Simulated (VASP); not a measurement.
# Ge (P6_3/mmc) in VASP: further runs

One crystal, Ge, is run at these levels: LDA, PBE, r2SCAN; tasks: relaxation of cell and atoms.

Program: VASP 6.6.1. These are calculated values, not measurements. Logs are shortened: lines on timing, memory, paths and dates and some standing lists are left out, and cuts for length are marked.

**1. The crystal as given**

The structure is hexagonal, space group P6_3/mmc (No. 194). Conventional cell: a = 3.998 Å, b = 3.998 Å, c = 6.599 Å, α = 90.00°, β = 90.00°, γ = 120.00°. Ge (site symmetry 3m) is surrounded by 4 Ge at 2.45 to 2.47 Å.

This isn't the form of Ge at room conditions, which is diamond.

**2. Relaxation of cell and atoms, LDA**

File INCAR:

```
SYSTEM = Ge
PREC     = Accurate       ! precision mode
ENCUT    = 600            ! plane-wave cutoff, eV
EDIFF    = 1E-6           ! SCF threshold, eV
ISMEAR   = 0              ! smearing method
SIGMA    = 0.03           ! smearing width, eV
LREAL    = .FALSE.        ! projectors in reciprocal space
LASPH    = .TRUE.         ! aspherical terms in the spheres
NELM     = 80             ! most SCF steps
ALGO     = Normal         ! electronic algorithm
ISIF     = 3              ! what is computed and relaxed
LWAVE    = .FALSE.        ! write WAVECAR
LCHARG   = .FALSE.        ! write CHGCAR
IBRION   = 2              ! ionic algorithm
NSW      = 90             ! ionic steps
EDIFFG   = -0.01          ! ionic threshold
```

File KPOINTS:

```
regular mesh
0
G
  12 12 5
  0 0 0
```

File POSCAR:

```
Ge
1.0
    3.9975858400      0.0000000000      0.0000000000
   -1.9987929200      3.4620108900      0.0000000000
    0.0000000000      0.0000000000      6.5993779500
Ge
4
Direct
    0.6666666700      0.3333333300      0.0629012500
    0.3333333300      0.6666666700      0.5629012500
    0.6666666700      0.3333333300      0.4370987500
    0.3333333300      0.6666666700      0.9370987500
```

Potentials or basis: VASP PAW LDA potentials, release 64 (Ge_d).

Run with:

```console
> cat potpaw_LDA.64/Ge_d/POTCAR > POTCAR
> mpirun -np 1 vasp_std > vasp.out
```

OUTCAR:

```text
SYSTEM = Ge
   PREC = Accurate
   ENCUT = 600
   EDIFF = 1E-6
   ISMEAR = 0
   LREAL = .FALSE.
   LASPH = .TRUE.
   NELM = 80
   ISIF = 3
   IBRION = 2
   NSW = 90
   EDIFFG = -0.01

 ion  position               nearest neighbor table
   1  0.667  0.333  0.063-   4 2.45   4 2.45   4 2.45   3 2.47
   2  0.333  0.667  0.563-   3 2.45   3 2.45   3 2.45   4 2.47
   3  0.667  0.333  0.437-   2 2.45   2 2.45   2 2.45   1 2.47
   4  0.333  0.667  0.937-   1 2.45   1 2.45   1 2.45   2 2.47

  LATTYP: Found a hexagonal cell.
 ALAT       =     3.9975858400
 C/A-ratio  =     1.6508408360

  Lattice vectors:

 A1 = (   3.9975858400,   0.0000000000,   0.0000000000)
 A2 = (  -1.9987929200,   3.4620108900,   0.0000000000)
 A3 = (   0.0000000000,   0.0000000000,   6.5993779500)

Analysis of symmetry for initial positions (statically):
=====================================================================
 Subroutine PRICEL returns:
 Original cell was already a primitive cell.

 Routine SETGRP: Setting up the symmetry group for a
 hexagonal supercell.

 Subroutine GETGRP returns: Found 24 space group operations
 (whereof 12 operations were pure point group operations)
 out of a pool of 24 trial point group operations.

The static configuration has the point symmetry D_3d.
 The point group associated with its full space group is D_6h.

Analysis of symmetry for dynamics (positions and initial velocities):
=====================================================================
 Subroutine PRICEL returns:
 Original cell was already a primitive cell.

 Routine SETGRP: Setting up the symmetry group for a
 hexagonal supercell.

 Subroutine GETGRP returns: Found 24 space group operations
 (whereof 12 operations were pure point group operations)
 out of a pool of 24 trial point group operations.

The dynamic configuration has the point symmetry D_3d.
 The point group associated with its full space group is D_6h.

 Subroutine INISYM returns: Found 24 space group operations
 (whereof 12 operations are pure point group operations),
 and found     1 'primitive' translations

----------------------------------------------------------------------------------------

                                     Primitive cell

  volume of cell :      91.3333

  direct lattice vectors                    reciprocal lattice vectors
     3.997585840  0.000000000  0.000000000     0.250150976  0.144424733  0.000000000
    -1.998792920  3.462010890  0.000000000     0.000000000  0.288849467  0.000000000
     0.000000000  0.000000000  6.599377950     0.000000000  0.000000000  0.151529433

  length of vectors
     3.997585840  3.997585839  6.599377950     0.288849467  0.288849467  0.151529433

  position of ions in fractional coordinates (direct lattice)
     0.666666670  0.333333330  0.062901250
     0.333333330  0.666666670  0.562901250
     0.666666670  0.333333330  0.437098750
     0.333333330  0.666666670  0.937098750

  ion indices of the primitive-cell ions
   primitive index   ion index
                 1           1
                 2           2
                 3           3
                 4           4

----------------------------------------------------------------------------------------

 KPOINTS: regular mesh

Automatic generation of k-mesh.
 Grid dimensions read from file:
 generate k-points for:   12   12    5

 Generating k-lattice:

  Cartesian coordinates                     Fractional coordinates (reciprocal lattice)
     0.020845915  0.012035394  0.000000000     0.083333333  0.000000000  0.000000000
     0.000000000  0.024070789  0.000000000     0.000000000  0.083333333  0.000000000
     0.000000000  0.000000000  0.030305887     0.000000000  0.000000000  0.200000000

  Length of vectors
     0.024070789  0.024070789  0.030305887

  Shift w.r.t. Gamma in fractional coordinates (k-lattice)
     0.000000000  0.000000000  0.000000000

 Subroutine IBZKPT returns following result:
 ===========================================

 Found     57 irreducible k-points:

 Following reciprocal coordinates:
            Coordinates               Weight
  0.000000  0.000000  0.000000      1.000000
  0.083333  0.000000  0.000000      6.000000
  0.166667  0.000000  0.000000      6.000000
  0.250000  0.000000  0.000000      6.000000
  0.333333  0.000000  0.000000      6.000000
  0.416667  0.000000  0.000000      6.000000
[... 16 lines left out ...]
  0.250000  0.000000  0.200000     12.000000
  0.333333  0.000000  0.200000     12.000000
 [... further k-points ...]
   k-points           NKPTS =     57   k-points in BZ     NKDIM =     57   number of bands    NBANDS=     33
   number of dos      NEDOS =    301   number of ions     NIONS =      4
   total plane-waves  NPLWV =  55296
   dimension x,y,z NGX =    32 NGY =   32 NGZ =   54
   dimension x,y,z NGXF=    64 NGYF=   64 NGZF=  108
   ions per type =               4
   NGX,Y,Z   is equivalent  to a cutoff of  13.31, 13.31, 13.60 a.u.
   NGXF,Y,Z  is equivalent  to a cutoff of  26.62, 26.62, 27.21 a.u.
 SYSTEM =  Ge
   PREC   = accura    normal or accurate (medium, high low for compatibility)
   ISTART =      0    job   : 0-new  1-cont  2-samecut
   ICHARG =      2    charge: 1-file 2-atom 10-const
   ISPIN  =      1    spin polarized calculation?
   LNONCOLLINEAR =      F non collinear calculations
   LSORBIT =      F    spin-orbit coupling
   LASPH  =      T    aspherical Exc in radial PAW
   ENCUT  =  600.0 eV  44.10 Ry    6.64 a.u.   7.98  7.98 13.18*2*pi/ulx,y,z
   NELM   =     80;   NELMIN=  2; NELMDL= -5     # of ELM steps
   EDIFF  = 0.1E-05   stopping-criterion for ELM
   LREAL  =      F    real-space projection
   EDIFFG = -.1E-01   stopping-criterion for IOM
   NSW    =     90    number of steps for IOM
   IBRION =      2    ionic relax: 0-MD 1-quasi-New 2-CG
   NFREE  =      1    steps in history (QN), initial steepest desc. (CG)
   ISIF   =      3    stress and relaxation
   ISYM   =      2    0-nonsym 1-usesym 2-fastsym
   POTIM  = 0.5000    time-step for ionic-motion
   TEBEG  =    0.0;   TEEND  =   0.0 temperature during run
   PSTRESS=    0.0 pullay stress
   NELECT =      56.0000    total number of electrons
   NUPDOWN=      -1.0000    fix difference up-down
   EMIN   =  10.00;   EMAX   =-10.00  energy-range for DOS
   EFERMI =   0.00;   METHOD = LEGACY
   ISMEAR =     0;   SIGMA  =   0.03  broadening in eV -4-tet -1-fermi 0-gaus
   EFERMI_NEDOS =   21; number of points for ismear=-14 and -15
   IALGO  =     38    algorithm
   IMIX   =      4    mixing-type and parameters
     AMIX     =   0.40;   BMIX     =  1.00
     AMIX_MAG =   1.60;   BMIX_MAG =  1.00
  volume/ion in A,a.u.               =      22.83       154.09
  Fermi-wavevector in a.u.,A,eV,Ry     =   1.390789  2.628209 26.317650  1.934293
  Thomas-Fermi vector in A             =   2.514690
   LORBIT       =      0    0 simple, 1 ext, 2 COOP (PROOUT), +10 PAW based schemes
   GGA     = CA    functional components
   LHFCALC =     F    Hartree Fock is set to
   AEXX    =    0.0000 exact exchange contribution
   IVDW    =     0    specifies the selected vdW correction
   LEPSILON=     F    determine dielectric tensor
   LRPA    =     F    only Hartree local field effects (RPA)
 conjugate gradient relaxation of ions
 non-spin polarized calculation
 Gauss-broadening in eV      SIGMA  =   0.03
  energy-cutoff  :      600.00
  volume of cell :       91.33
 maximum number of plane-waves:      3072
 NGX is ok and might be reduce to    32
   NGX = 15   NGY = 15   NGZ = 27

--------------------------------------- Ionic step        1  -------------------------------------------

 number of electron      55.9999987 magnetization

 Free energy of the ion-electron system (eV)
  ---------------------------------------------------
  ext. energy  EPLUGINS =         0.00000000
  ---------------------------------------------------
  free energy    TOTEN  =       -20.70384238 eV

  energy without entropy =      -20.70369774  energy(sigma->0) =      -20.70377006

------------------------ aborting loop because EDIFF is reached ----------------------------------------

  FORCE on cell =-STRESS in cart. coord.  units (eV):
  Direction    XX          YY          ZZ          XY          YZ          ZX
  --------------------------------------------------------------------------------------
  -------------------------------------------------------------------------------------
  Total       -0.9841439     -0.9841439     -1.0417492      0.0000000     -0.0000000      0.0000000
  in kB      -17.2639419    -17.2639419    -18.2744590      0.0000000     -0.0000000      0.0000000
  external PRESSURE =     -17.6007809 kB  Pullay stress =       0.0000000 kB
[... 213 lines left out ...]
  energy  without entropy=      -20.7183452404  energy(sigma->0) =      -20.71837180

--------------------------------------- Ionic step        7  -------------------------------------------

 number of electron      56.0000007 magnetization

 Free energy of the ion-electron system (eV)
  ---------------------------------------------------
  ext. energy  EPLUGINS =         0.00000000
  ---------------------------------------------------
  free energy    TOTEN  =       -20.71842478 eV

  energy without entropy =      -20.71837284  energy(sigma->0) =      -20.71839881

 E-fermi :   4.9720     XC(G=0): -10.3734

 val. band max:        4.9712535455   @ k =   0.0000   0.0000   0.2000
 cond. band min:       5.0394340444   @ k =   0.0000   0.0000   0.0000
 fundamental gap:      0.0681804989
 Fermi energy:         4.9719772254

 k-point     1 :       0.0000    0.0000    0.0000
  band No.  band energies     occupation
      1     -20.1001      2.00000
      2     -20.1001      2.00000
      3     -20.0597      2.00000
      4     -20.0591      2.00000
      5     -20.0591      2.00000
      6     -20.0457      2.00000
[... 853 lines left out ...]
     32       9.0759      0.00000
     33       9.7497      0.00000

 [... further k-points ...]

------------------------ aborting loop because EDIFF is reached ----------------------------------------

  FORCE on cell =-STRESS in cart. coord.  units (eV):
  Direction    XX          YY          ZZ          XY          YZ          ZX
  --------------------------------------------------------------------------------------
  -------------------------------------------------------------------------------------
  Total        0.0110875      0.0110875      0.0208583      0.0000000     -0.0000000      0.0000000
  in kB        0.1999003      0.1999003      0.3760630      0.0000000     -0.0000000      0.0000000
  external PRESSURE =       0.2586212 kB  Pullay stress =       0.0000000 kB
[... 19 lines left out ...]
  FREE ENERGIE OF THE ION-ELECTRON SYSTEM (eV)
  ---------------------------------------------------
  free  energy   TOTEN  =       -20.7184247830 eV

  energy  without entropy=      -20.7183728449  energy(sigma->0) =      -20.71839881

 reached required accuracy - stopping structural energy minimisation
```

Wall time 3.8 min (1 thread of Intel Xeon 6975P-C (Granite Rapids), shared host); peak memory 0.29 GiB.

Results:

- Free energy: -20.7184 eV
- Relaxed volume: 22.22 Å³/atom
- Relaxed cell: a = 3.962 Å, b = 3.962 Å, c = 6.537 Å, α = 90.00°, β = 90.00°, γ = 120.00°
- Space group after relaxing (to 0.05 Å): P6_3/mmc (No. 194)
- Energy gained by relaxing: 3.6 meV/atom
- Ionic steps: 7
- Pressure after relaxing: 0.0 GPa
- Band gap on the k mesh: none (metal or under the smearing width)

Forces on the atoms (eV/Å):
```
Ge   0.000  0.000  0.003
Ge   0.000  0.000  0.003
Ge   0.000  0.000 -0.003
Ge   0.000  0.000 -0.003
```

The path:
```csv
step,energy change (eV),largest force (eV/Å),pressure (GPa),volume (Å³)
1,0.0000,0.0045,-1.76,91.33
2,-0.0130,0.0040,0.48,88.06
3,-0.0146,0.0009,0.10,88.76
4,-0.0146,0.0004,-0.17,88.90
5,-0.0146,0.0017,0.07,88.82
6,-0.0146,0.0017,-0.18,88.94
7,-0.0146,0.0026,0.03,88.86
```

Final structure:
```xyz
4
Lattice="3.9619 0.0000 0.0000 -1.9809 3.4311 0.0000 0.0000 0.0000 6.5373" Properties=species:S:1:pos:R:3 pbc="T T T"
Ge    1.9809    1.1437    0.4111
Ge    0.0000    2.2874    3.6797
Ge    1.9809    1.1437    2.8576
Ge    0.0000    2.2874    6.1262
```

**3. Relaxation of cell and atoms, LDA**

This run uses another cell than the first one, of 22.22 Å³/atom, 0.973 times its volume.

Changes to INCAR since step 2:

```diff
@@ -3,3 +3,3 @@
 ENCUT    = 600            ! plane-wave cutoff, eV
-EDIFF    = 1E-6           ! SCF threshold, eV
+EDIFF    = 1E-7           ! SCF threshold, eV
 ISMEAR   = 0              ! smearing method
@@ -15,2 +15,2 @@
 NSW      = 90             ! ionic steps
-EDIFFG   = -0.01          ! ionic threshold
+EDIFFG   = -0.005         ! ionic threshold
```

KPOINTS is that of step 2.

File POSCAR:

```
Ge                                      
1.0
    3.9618823187      0.0000000000      0.0000000000
   -1.9809411594      3.4310907336      0.0000000000
    0.0000000000      0.0000000000      6.5372557229
  Ge            
     4
Direct
     0.6666666699999979    0.3333333300000021    0.0628808033360765
     0.3333333300000021    0.6666666699999979    0.5628808033360764
     0.6666666699999979    0.3333333300000021    0.4371191966639235
     0.3333333300000021    0.6666666699999979    0.9371191966639236
```

Potentials or basis: VASP PAW LDA potentials, release 64 (Ge_d).

Run with:

```console
> cat potpaw_LDA.64/Ge_d/POTCAR > POTCAR
> mpirun -np 1 vasp_std > vasp.out
```

Run time: 2 min. Hardware: 1 thread of Intel Xeon 6975P-C (Granite Rapids), shared host; peak memory 0.28 GiB.

It converged, with:

```yaml
Free_energy: -20.7181 eV
Relaxed_volume: 22.21 Å³/atom
Relaxed_cell: a = 3.961 Å, b = 3.961 Å, c = 6.537 Å, α = 90.00°, β = 90.00°, γ = 120.00°
Space_group_after_relaxing_to_0.05_Å: P6_3/mmc (No. 194)
Energy_gained_by_relaxing: 0.0 meV/atom
Ionic_steps: 3
Pressure_after_relaxing: 0.0 GPa
Band_gap_on_the_k_mesh: none (metal or under the smearing width)
```

Final structure:
```xyz
4
Lattice="3.9615 0.0000 0.0000 -1.9807 3.4308 0.0000 0.0000 0.0000 6.5367" Properties=species:S:1:pos:R:3 pbc="T T T"
Ge    1.9807    1.1436    0.4111
Ge    0.0000    2.2872    3.6794
Ge    1.9807    1.1436    2.8573
Ge    0.0000    2.2872    6.1257
```

Levels at points of the mesh, in eV from the Fermi level:
| k point | band 25 | band 26 | band 27 | band 28 | band 29 | band 30 | band 31 | band 32 |
| --- | --- | --- | --- | --- | --- | --- | --- | --- |
| (0.00, 0.00, 0.00) | -1.54 | -0.18 | -0.13 | 0.07 | 0.11 | 0.11 | 2.23 | 2.23 |
| (0.50, 0.00, 0.00) | -4.74 | -3.17 | -2.94 | -1.50 | 0.41 | 1.64 | 3.48 | 3.69 |

**4. Relaxation of cell and atoms, PBE**

File INCAR:

```
PREC = Accurate
ENCUT = 600
EDIFF = 1E-6
ISMEAR = 0
SIGMA = 0.03
LREAL = F
LASPH = T
NELM = 80
ALGO = Normal
ISIF = 3
LWAVE = F
LCHARG = F
GGA = PE
IBRION = 2
NSW = 90
EDIFFG = -0.01
```

File KPOINTS:

```
regular mesh
0
Gamma
  12 12 5
```

File POSCAR:

```
Ge
1.0
    3.9975858400      0.0000000000      0.0000000000
   -1.9987929200      3.4620108900      0.0000000000
    0.0000000000      0.0000000000      6.5993779500
Ge
4
Direct
    0.6666666700      0.3333333300      0.0629012500
    0.3333333300      0.6666666700      0.5629012500
    0.6666666700      0.3333333300      0.4370987500
    0.3333333300      0.6666666700      0.9370987500
```

Potentials or basis: VASP PAW PBE potentials, release 64 (Ge_d).

Run with:

```console
> cat potpaw_PBE.64/Ge_d/POTCAR > POTCAR
> mpirun -np 1 vasp_std > vasp.out
```

It took 4.6 min on 1 thread of Intel Xeon Platinum 8488C (Sapphire Rapids), shared host; peak memory 0.32 GiB.

It converged, with:

| Quantity | Value |
| --- | --- |
| Free energy | -18.0020 eV |
| Relaxed volume | 23.83 Å³/atom |
| Relaxed cell | a = 4.056 Å, b = 4.056 Å, c = 6.692 Å, α = 90.00°, β = 90.00°, γ = 120.00° |
| Space group after relaxing (to 0.05 Å) | P6_3/mmc (No. 194) |
| Energy gained by relaxing | 8.9 meV/atom |
| Ionic steps | 5 |
| Pressure after relaxing | 0.0 GPa |
| Largest force after relaxing | 0.004 eV/Å |
| Band gap on the k mesh | none (metal or under the smearing width) |

Forces in eV/Å, atoms in the order of the input:
```
Ge   0.000  0.000 -0.004
Ge   0.000  0.000 -0.004
Ge   0.000  0.000  0.004
Ge   0.000  0.000  0.004
```

The path:
```tsv
step	energy change (eV)	largest force (eV/Å)	pressure (GPa)	volume (Å³)
1	0.0000	0.0109	2.84	91.33
2	-0.0321	0.0230	-0.84	96.80
3	-0.0355	0.0140	-0.10	95.45
4	-0.0355	0.0133	0.19	95.30
5	-0.0355	0.0037	0.04	95.33
```

Final structure:
```
CELL_PARAMETERS angstrom
4.05580 0.00000 0.00000
-2.02790 3.51243 0.00000
0.00000 0.00000 6.69168
ATOMIC_POSITIONS crystal
Ge 0.66667 0.33333 0.06286
Ge 0.33333 0.66667 0.56286
Ge 0.66667 0.33333 0.43714
Ge 0.33333 0.66667 0.93714
```

Levels at points of the mesh, in eV from the Fermi level:
```tsv
k point	band 26	band 27	band 28	band 29	band 30	band 31
(0.00, 0.00, 0.00)	-0.36	-0.15	-0.11	0.14	0.14	2.30
(0.50, 0.00, 0.00)	-2.88	-2.62	-1.34	0.62	1.56	3.61
```

(Part 1 of 3 ends here.)
